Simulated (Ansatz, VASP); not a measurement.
This is a calculation of Sb for Ansatz 0.2.0.

File input.yaml:

```yaml
crystal:
  lattice:
    - [3.2015837161, 0.0, 0.0]
    - [0.0, 3.2015837161, 0.0]
    - [0.0, 0.0, 3.2015837161]
  atoms:
    - { symbol: Sb, position: [0.0, 0.0, 0.0] }
kpoints:
  mp_grid: { grid: [8, 8, 8] }
scf:
  occupations: { method: fermi_dirac, width: 0.05 }
hamiltonian:
  xc: pbe
  pseudopotentials: { kind: all_electron, lapw: { basis_error: 0.0005 } }
output:
  forces: true
  stress: true
  eigenvalues: true
```

Potentials or basis: all-electron LAPW, scalar-relativistic.

The run is started by

```sh
$ ansatz run input.yaml --threads 1 --pin off --max-ram 2560MiB --backend cpu --events-out ev --progress --plain --runs-dir out
```

Problem. Translate it to VASP 6.6.1. Potentials there: VASP PAW PBE potentials, release 64 (Sb).

Solution. As run (the cutoff follows the program's own potentials):

INCAR

```
SYSTEM = Sb
PREC     = Accurate       ! precision mode
ENCUT    = 520            ! plane-wave cutoff, eV
EDIFF    = 1E-7           ! SCF threshold, eV
ISMEAR   = -1             ! smearing method
SIGMA    = 0.05           ! smearing width, eV
LREAL    = .False.        ! projectors in reciprocal space
LASPH    = .True.         ! aspherical terms in the spheres
NELM     = 100            ! most SCF steps
ALGO     = Normal         ! electronic algorithm
ISIF     = 2              ! what is computed and relaxed
LWAVE    = .False.        ! write WAVECAR
LCHARG   = .False.        ! write CHGCAR
GGA      = PE             ! functional
NBANDS   = 8              ! bands
```

Contents of KPOINTS:

```
Automatic mesh
0
Gamma
  8 8 8
  0 0 0
```

POSCAR

```
Sb
1.0
    3.2015837161      0.0000000000      0.0000000000
    0.0000000000      3.2015837161      0.0000000000
    0.0000000000      0.0000000000      3.2015837161
Sb
1
Direct
    0.0000000000      0.0000000000      0.0000000000
```

Potentials or basis: VASP PAW PBE potentials, release 64 (Sb).

Launch:

```bash
$ cat potpaw_PBE.64/Sb/POTCAR > POTCAR
$ mpirun -np 1 vasp_std > vasp.out
```

Both were run:

|  | VASP | Ansatz | Ansatz less VASP |
| --- | --- | --- | --- |
| gap on the k mesh at the Fermi level (eV) | none | none | - |
| pressure (GPa) | -3.9 | -3.9 | +0.06 |

A gap of «none» marks a metal or a gap that the smearing closes. Ansatz ran all-electron here, so the differences hold the error of VASP's frozen core and of both bases.

Spin-orbit coupling is left out, which matters for the levels of Sb.
